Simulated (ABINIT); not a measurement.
# C (Fd-3m) in ABINIT: settings compared

One crystal, C, is run at these levels: rPW86PBE, HCTH407, PW91, LDA; tasks: equation of state, band structure.

Everything below comes from runs of ABINIT 10.8.3 (patched build). Logs are shortened: lines on timing, memory, paths and dates and some standing lists are left out, and cuts for length are marked. The log counts tension as positive stress, the text compression.

**What was measured.**

From “Equation of state of cubic boron nitride at high pressures and temperatures”, 2007, arxiv:cond-mat/0702656, for a bulk crystal of C: bulk modulus 442 ± 5 GPa.

The results are compared with them further down.

### 1 The crystal as given

The structure is cubic, space group Fd-3m (No. 227). The conventional cell has a = 3.567 Å, b = 3.567 Å, c = 3.567 Å, α = 90.00°, β = 90.00°, γ = 90.00°. Around C (site symmetry -43m) lie 4 C at 1.54 Å.

This isn't the form of C at room conditions, which is graphite.

### 2 Equation of state, rPW86PBE

Input file run.abi:

```
# Datasets: one volume each
ndtset 7
getwfk -1
scalecart1 3*0.9795861087
scalecart2 3*0.9864848297
scalecart3 3*0.9932883884
scalecart4 3*1.0000000000
scalecart5 3*1.0066227096
scalecart6 3*1.0131594038
scalecart7 3*1.0196128224

# Pseudopotentials
pp_dirpath "./"
pseudos "C.upf"

# Structure
acell 3*1.0 Angstrom
rprim
     0.0000000000     1.7833700000     1.7833700000
     1.7833700000     0.0000000000     1.7833700000
     1.7833700000     1.7833700000     0.0000000000
ntypat 1
znucl 6
natom 2
typat 1 1
xred
     0.7500000000     0.7500000000     0.7500000000
     0.5000000000     0.5000000000     0.5000000000

# Plane-wave basis
ecut 41.0

# k points
kptopt 1
ngkpt 13 13 13
nshiftk 1
shiftk 0.0 0.0 0.0

# Exchange and correlation
ixc -144130

# Bands and occupations
nband 8
occopt 3
tsmear 0.05 eV

# SCF cycle
nstep 100
tolvrs 1.0e-10

# Output
iomode 3
prtwf 1
prtden 0
prteig 0
prtebands 0
enunit 2
```

Potentials or basis: PseudoDojo NC SR PBE v0.4.1 standard.

The run is started by

```sh
abinit run.abi > log 2>&1
```

run.abo:

```text
.Version 10.8.3 of ABINIT
 DATASET    1 : space group Fd -3 m (#227); Bravais cF (face-center cubic)
================================================================================
 Values of the parameters that define the memory need for DATASET  1.
     intxc =       0    ionmov =       0      iscf =       7    lmnmax =       4
     lnmax =       4     mgfft =      30  mpssoang =       2    mqgrid =    3001
     natom =       2  nloc_mem =       1    nspden =       1   nspinor =       1
    nsppol =       1      nsym =      48    n1xccc =    2501    ntypat =       1
    occopt =       3   xclevel =       2
       mpw =         918          nfft =       27000          nkpt =          84
================================================================================
================================================================================
[... 61 lines left out ...]
 DATASET    7 : space group Fd -3 m (#227); Bravais cF (face-center cubic)
================================================================================
 Values of the parameters that define the memory need for DATASET  7.
     intxc =       0    ionmov =       0      iscf =       7    lmnmax =       4
     lnmax =       4     mgfft =      30  mpssoang =       2    mqgrid =    3001
     natom =       2  nloc_mem =       1    nspden =       1   nspinor =       1
    nsppol =       1      nsym =      48    n1xccc =    2501    ntypat =       1
    occopt =       3   xclevel =       2
       mpw =        1030          nfft =       27000          nkpt =          84
================================================================================
================================================================================

--------------------------------------------------------------------------------
------------- Echo of variables that govern the present computation ------------
--------------------------------------------------------------------------------
 -outvars: echo values of preprocessed input variables --------
            acell      1.8897261259E+00  1.8897261259E+00  1.8897261259E+00 Bohr
              amu      1.20110000E+01
             ecut      4.10000000E+01 Hartree
           enunit           2
           getwfk          -1
                       outvar_i_n : Printing only first  50 k-points.
              ixc     -144130
           jdtset        1    2    3    4    5    6    7
                       outvar_i_n : Printing only first  50 k-points.
         kptrlatt       13    0    0      0   13    0      0    0   13
          kptrlen1     6.06933755E+01
          kptrlen2     6.11208078E+01
          kptrlen3     6.15423439E+01
          kptrlen4     6.19581831E+01
          kptrlen5     6.23685142E+01
          kptrlen6     6.27735159E+01
          kptrlen7     6.31733580E+01
            natom           2
            nband           8
           ndtset           7
            ngfft          30      30      30
             nkpt          84
            nstep         100
             nsym          48
           ntypat           1
                       prtocc : prtvol=0, do not print more k-points.
           occopt           3
           prtden           0
        prtebands           0
           prteig           0
            rprim1     0.0000000000E+00  1.7469644787E+00  1.7469644787E+00
                       1.7469644787E+00  0.0000000000E+00  1.7469644787E+00
                       1.7469644787E+00  1.7469644787E+00  0.0000000000E+00
            rprim2     0.0000000000E+00  1.7592674507E+00  1.7592674507E+00
                       1.7592674507E+00  0.0000000000E+00  1.7592674507E+00
                       1.7592674507E+00  1.7592674507E+00  0.0000000000E+00
            rprim3     0.0000000000E+00  1.7714007132E+00  1.7714007132E+00
                       1.7714007132E+00  0.0000000000E+00  1.7714007132E+00
                       1.7714007132E+00  1.7714007132E+00  0.0000000000E+00
            rprim4     0.0000000000E+00  1.7833700000E+00  1.7833700000E+00
                       1.7833700000E+00  0.0000000000E+00  1.7833700000E+00
                       1.7833700000E+00  1.7833700000E+00  0.0000000000E+00
            rprim5     0.0000000000E+00  1.7951807416E+00  1.7951807416E+00
                       1.7951807416E+00  0.0000000000E+00  1.7951807416E+00
                       1.7951807416E+00  1.7951807416E+00  0.0000000000E+00
            rprim6     0.0000000000E+00  1.8068380860E+00  1.8068380860E+00
                       1.8068380860E+00  0.0000000000E+00  1.8068380860E+00
                       1.8068380860E+00  1.8068380860E+00  0.0000000000E+00
            rprim7     0.0000000000E+00  1.8183469191E+00  1.8183469191E+00
                       1.8183469191E+00  0.0000000000E+00  1.8183469191E+00
                       1.8183469191E+00  1.8183469191E+00  0.0000000000E+00
          spgroup         227
           tolvrs      1.00000000E-10
           tsmear      1.83746611E-03 Hartree
            typat      1  1
                       outvars : Printing only first  50 k-points.
           xangst1     2.6204467180E+00  2.6204467180E+00  2.6204467180E+00
                       1.7469644787E+00  1.7469644787E+00  1.7469644787E+00
           xangst2     2.6389011761E+00  2.6389011761E+00  2.6389011761E+00
                       1.7592674507E+00  1.7592674507E+00  1.7592674507E+00
           xangst3     2.6571010698E+00  2.6571010698E+00  2.6571010698E+00
                       1.7714007132E+00  1.7714007132E+00  1.7714007132E+00
           xangst4     2.6750550000E+00  2.6750550000E+00  2.6750550000E+00
                       1.7833700000E+00  1.7833700000E+00  1.7833700000E+00
           xangst5     2.6927711124E+00  2.6927711124E+00  2.6927711124E+00
                       1.7951807416E+00  1.7951807416E+00  1.7951807416E+00
           xangst6     2.7102571289E+00  2.7102571289E+00  2.7102571289E+00
                       1.8068380860E+00  1.8068380860E+00  1.8068380860E+00
           xangst7     2.7275203786E+00  2.7275203786E+00  2.7275203786E+00
                       1.8183469191E+00  1.8183469191E+00  1.8183469191E+00
            xcart1     4.9519266246E+00  4.9519266246E+00  4.9519266246E+00
                       3.3012844164E+00  3.3012844164E+00  3.3012844164E+00
            xcart2     4.9868004962E+00  4.9868004962E+00  4.9868004962E+00
                       3.3245336641E+00  3.3245336641E+00  3.3245336641E+00
            xcart3     5.0211933108E+00  5.0211933108E+00  5.0211933108E+00
                       3.3474622072E+00  3.3474622072E+00  3.3474622072E+00
            xcart4     5.0551213217E+00  5.0551213217E+00  5.0551213217E+00
                       3.3700808812E+00  3.3700808812E+00  3.3700808812E+00
            xcart5     5.0885999222E+00  5.0885999222E+00  5.0885999222E+00
                       3.3923999482E+00  3.3923999482E+00  3.3923999482E+00
            xcart6     5.1216437045E+00  5.1216437045E+00  5.1216437045E+00
                       3.4144291363E+00  3.4144291363E+00  3.4144291363E+00
            xcart7     5.1542665184E+00  5.1542665184E+00  5.1542665184E+00
                       3.4361776790E+00  3.4361776790E+00  3.4361776790E+00
             xred      7.5000000000E-01  7.5000000000E-01  7.5000000000E-01
                       5.0000000000E-01  5.0000000000E-01  5.0000000000E-01
            znucl        6.00000

================================================================================

 chkinp: Checking input parameters for consistency, jdtset=   1.

 chkinp: Checking input parameters for consistency, jdtset=   2.
[... 32 lines left out ...]
 getcut : COMMENT -
  Note that boxcut > 2.2 ; recall that boxcut=Gcut(box)/Gcut(sphere) = 2
  is sufficient for exact treatment of convolution.
  Such a large boxcut is a waste : you could raise ecut
  e.g. ecut=   51.052900 Hartrees makes boxcut=2

--- Pseudopotential description ------------------------------------------------
- pspini: atom type   1  psp file is ./C.upf
12 -101130 1 -1 1248                          pspcod,pspxc,lmax,lloc,mmax
     nproj     2     2

   6.90154688E+01                                ecore*ucvol(ha*bohr**3)
--------------------------------------------------------------------------------

================================================================================

--- !BeginCycle
iteration_state: {dtset: 1, }
solver: {iscf: 7, nstep: 100, nline: 4, wfoptalg: 0, }
tolerances: {tolvrs: 1.00E-10, }
...
[... 1027 lines left out ...]
-Cartesian components of stress tensor (GPa)         [Pressure= -1.0068E+01 GPa]
- sigma(1 1)=  1.00681194E+01  sigma(3 2)=  0.00000000E+00
- sigma(2 2)=  1.00681194E+01  sigma(3 1)=  0.00000000E+00
- sigma(3 3)=  1.00681194E+01  sigma(2 1)=  0.00000000E+00

== END DATASET(S) ==============================================================
================================================================================

 -outvars: echo values of variables after computation  --------
            acell      1.8897261259E+00  1.8897261259E+00  1.8897261259E+00 Bohr
           etotal1    -1.2062091679E+01
           etotal2    -1.2064148469E+01
           etotal3    -1.2065637464E+01
           etotal4    -1.2066607503E+01
           etotal5    -1.2067104461E+01
           etotal6    -1.2067170209E+01
           etotal7    -1.2066841695E+01
            fcart1    -1.0195445483E-29 -1.8411903008E-46  1.8411903008E-46
                       1.0195445483E-29  1.8411903008E-46 -1.8411903008E-46
            fcart2     5.0620731642E-29 -1.0124146328E-29  3.5434512150E-29
                      -5.0620731642E-29  1.0124146328E-29 -3.5434512150E-29
            fcart3     2.5137001709E-29 -1.0054800684E-29 -5.0274003418E-30
                      -2.5137001709E-29  1.0054800684E-29  5.0274003418E-30
            fcart4     2.8025969286E-45  9.9873167667E-30  3.9949267067E-29
                       0.0000000000E+00 -9.9873167667E-30 -3.9949267067E-29
            fcart5    -1.1905930599E-28 -1.9843217665E-28  2.7780504731E-28
                       1.1905930599E-28  1.9843217665E-28 -2.7780504731E-28
[... 38 lines left out ...]
                       0.0000000000E+00  0.0000000000E+00  0.0000000000E+00
           xangst1     2.6204467180E+00  2.6204467180E+00  2.6204467180E+00
                       1.7469644787E+00  1.7469644787E+00  1.7469644787E+00
           xangst2     2.6389011761E+00  2.6389011761E+00  2.6389011761E+00
                       1.7592674507E+00  1.7592674507E+00  1.7592674507E+00
           xangst3     2.6571010698E+00  2.6571010698E+00  2.6571010698E+00
                       1.7714007132E+00  1.7714007132E+00  1.7714007132E+00
           xangst4     2.6750550000E+00  2.6750550000E+00  2.6750550000E+00
                       1.7833700000E+00  1.7833700000E+00  1.7833700000E+00
           xangst5     2.6927711124E+00  2.6927711124E+00  2.6927711124E+00
                       1.7951807416E+00  1.7951807416E+00  1.7951807416E+00
           xangst6     2.7102571289E+00  2.7102571289E+00  2.7102571289E+00
                       1.8068380860E+00  1.8068380860E+00  1.8068380860E+00
           xangst7     2.7275203786E+00  2.7275203786E+00  2.7275203786E+00
                       1.8183469191E+00  1.8183469191E+00  1.8183469191E+00
             xred      7.5000000000E-01  7.5000000000E-01  7.5000000000E-01
                       5.0000000000E-01  5.0000000000E-01  5.0000000000E-01
 Calculation completed.
```

Run time: 85 s. Hardware: 1 thread of Arm Neoverse V1, shared host; peak memory 0.11 GiB.

What came out:

| Item | Value |
| --- | --- |
| Equilibrium volume | 5.86 Å³/atom |
| Bulk modulus | 403 GPa |
| Pressure derivative of the bulk modulus | 3.7 |

Energy against volume, from the lowest point:
| volume (Å³/atom) | energy (meV/atom) |
| --- | --- |
| 5.332 | 69.10 |
| 5.445 | 41.11 |
| 5.558 | 20.85 |
| 5.672 | 7.66 |
| 5.785 | 0.89 |
| 5.899 | 0.00 |
| 6.012 | 4.47 |

Caveat: pressures at fixed basis lie under the slope of the energies; the potentials were made for another functional, which shifts forces and pressure.

### 3 Band structure, HCTH407

Input file run.abi:

```
# Datasets: ground state, then fixed potential
ndtset 2

# Pseudopotentials
pp_dirpath "./"
pseudos "C.GGA_PBE-JTH.xml"

# Structure
acell 2.5220660407 2.5220660407 2.5220660407 Angstrom
rprim
     0.0000000000     0.7071067812     0.7071067812
     0.7071067812     0.0000000000     0.7071067812
     0.7071067812     0.7071067812     0.0000000000
ntypat 1
znucl 6
natom 2
typat 1 1
xred
     0.7500000000     0.7500000000     0.7500000000
     0.5000000000     0.5000000000     0.5000000000

# Plane-wave basis
ecut 544.227725 eV
pawecutdg 40.0

# Exchange and correlation
ixc 27

# Bands and occupations
occopt 3
tsmear 0.05 eV

# SCF cycle
nstep 100

# Output
iomode 3
prtwf 0
prteig 0
prtebands 0
enunit 1
prtden1 1
prtvha1 1
prtvclmb1 1
prtpot1 1

# Dataset 1
kptopt1 1
ngkpt1 13 13 13
nshiftk1 1
shiftk1 0.0 0.0 0.0
nband1 8
tolvrs1 1.0e-9

# Dataset 2: bands along G-X-W-K-G-L-U-W-L-K
iscf2 -2
getden2 1
nband2 12
nbdbuf2 2
tolwfr2 1.0e-12
kptopt2 -9
ndivsm2 8
prteig2 1
kptbounds2
     0.0000000000     0.0000000000     0.0000000000
     0.5000000000     0.0000000000     0.5000000000
     0.5000000000     0.2500000000     0.7500000000
     0.3750000000     0.3750000000     0.7500000000
     0.0000000000     0.0000000000     0.0000000000
     0.5000000000     0.5000000000     0.5000000000
     0.6250000000     0.2500000000     0.6250000000
     0.5000000000     0.2500000000     0.7500000000
     0.5000000000     0.5000000000     0.5000000000
     0.3750000000     0.3750000000     0.7500000000
```

Potentials or basis: JTH PAW PBE v2.0.

The run is started by

```sh
abinit run.abi > log 2>&1
```

run.abo:

```text
.Version 10.8.3 of ABINIT
 DATASET    1 : space group Fd -3 m (#227); Bravais cF (face-center cubic)
================================================================================
 Values of the parameters that define the memory need for DATASET  1.
     intxc =       0    ionmov =       0      iscf =       7    lmnmax =       8
     lnmax =       4     mgfft =      20  mpssoang =       2    mqgrid =    3001
     natom =       2  nloc_mem =       2    nspden =       1   nspinor =       1
    nsppol =       1      nsym =      48    n1xccc =       1    ntypat =       1
    occopt =       3   xclevel =       2
       mpw =         335          nfft =        8000          nkpt =          84
 PAW method is used; the additional fine FFT grid is defined by:
   mgfftf=        30    nfftf =     27000
================================================================================
================================================================================

 DATASET    2 : space group Fd -3 m (#227); Bravais cF (face-center cubic)
================================================================================
 Values of the parameters that define the memory need for DATASET  2.
     intxc =       0    ionmov =       0      iscf =      -2    lmnmax =       8
     lnmax =       4     mgfft =      20  mpssoang =       2    mqgrid =    3001
     natom =       2  nloc_mem =       2    nspden =       1   nspinor =       1
[... 1077 lines left out ...]
 -11.31752    8.97822    8.97822    9.27620   15.34580   16.78050   16.78050   23.39565
  30.42622   32.33012   36.70282   38.53565
 kpt#   6, nband= 12, wtk=  1.00000, kpt=  0.1087  0.0000  0.1087 (reduced coord)
 -11.16117    8.55589    8.55589    8.91292   15.24460   17.34129   17.34129   23.38113
[... 386 lines left out ...]
  -4.36865   -1.96991    2.01524    5.29207   16.49838   22.62404   23.31196   24.09196
  28.66462   34.94141   35.04782   42.41178
 kpt# 136, nband= 12, wtk=  1.00000, kpt=  0.4018  0.4018  0.6964 (reduced coord)
  -4.06049   -1.77915    1.41774    5.08030   16.28635   22.80621   23.17077   24.59248
  28.53741   35.04809   35.05411   43.34853
 kpt# 137, nband= 12, wtk=  1.00000, kpt=  0.3929  0.3929  0.7143 (reduced coord)
  -3.73739   -1.67215    0.95048    4.88886   16.09788   22.16615   23.66579   25.11607
  28.54077   35.03114   35.26034   44.09688
 kpt# 138, nband= 12, wtk=  1.00000, kpt=  0.3839  0.3839  0.7321 (reduced coord)
  -3.42053   -1.71536    0.70384    4.72087   15.93439   21.50913   24.09234   25.51120
  28.70929   34.97373   35.58777   44.56018
 kpt# 139, nband= 12, wtk=  1.00000, kpt=  0.3750  0.3750  0.7500 (reduced coord)
  -3.18041   -1.87536    0.71636    4.57885   15.79615   20.86360   24.43815   25.73420
  29.05667   34.87832   36.03366   44.72119

== END DATASET(S) ==============================================================
================================================================================

 -outvars: echo values of variables after computation  --------
            acell      4.7660140884E+00  4.7660140884E+00  4.7660140884E+00 Bohr
           etotal1    -1.1486093999E+01
            fcart1    -1.8726218937E-30  2.4344084619E-29 -1.1859938660E-29
                       1.8726218937E-30 -2.4344084619E-29  1.1859938660E-29
            rprim      0.0000000000E+00  7.0710678120E-01  7.0710678120E-01
                       7.0710678120E-01  0.0000000000E+00  7.0710678120E-01
                       7.0710678120E-01  7.0710678120E-01  0.0000000000E+00
           strten1     2.2236746330E-04  2.2236746330E-04  2.2236746330E-04
                       0.0000000000E+00  0.0000000000E+00  0.0000000000E+00
           xangst      2.6750550000E+00  2.6750550000E+00  2.6750550000E+00
                       1.7833700000E+00  1.7833700000E+00  1.7833700000E+00
             xred      7.5000000000E-01  7.5000000000E-01  7.5000000000E-01
                       5.0000000000E-01  5.0000000000E-01  5.0000000000E-01
 Calculation completed.
```

Run time: 15 s. Hardware: 1 thread of Arm Neoverse V1, shared host; peak memory 0.11 GiB.

Results:

| Item | Value |
| --- | --- |
| Free energy | -312.5525 eV |
| Pressure | -6.5 GPa |
| Band gap on the k mesh | 4.26 eV, indirect (least direct gap 5.58 eV) |
| Band gap along the path | 4.24 eV, indirect (least direct gap 5.58 eV) |

Levels at the corners of the path, in eV from the valence-band top:
| point | band 1 | band 2 | band 3 | band 4 | band 5 | band 6 | band 7 | band 8 |
| --- | --- | --- | --- | --- | --- | --- | --- | --- |
| Γ | -21.56 | 0.00 | 0.00 | 0.00 | 5.58 | 5.58 | 5.58 | 13.27 |
| X | -12.88 | -12.88 | -6.32 | -6.32 | 4.92 | 4.92 | 16.99 | 16.99 |
| W | -12.13 | -12.13 | -8.27 | -8.27 | 10.88 | 10.88 | 12.32 | 12.32 |
| K | -13.14 | -11.84 | -9.25 | -5.39 | 5.83 | 10.90 | 14.47 | 15.77 |
| Γ | -21.56 | 0.00 | 0.00 | 0.00 | 5.58 | 5.58 | 5.58 | 13.27 |
| L | -15.87 | -13.34 | -2.83 | -2.83 | 8.50 | 8.50 | 8.80 | 16.13 |
| U | -13.14 | -11.84 | -9.25 | -5.39 | 5.83 | 10.90 | 14.47 | 15.77 |
| W | -12.13 | -12.13 | -8.27 | -8.27 | 10.88 | 10.88 | 12.32 | 12.32 |
| L | -15.87 | -13.34 | -2.83 | -2.83 | 8.50 | 8.50 | 8.80 | 16.13 |
| K | -13.14 | -11.84 | -9.25 | -5.39 | 5.83 | 10.90 | 14.47 | 15.77 |

Caveat: the PAW data sets were made with another functional, which shifts forces and pressure a little; the atomic spheres overlap.

[end of part 1 of 2]
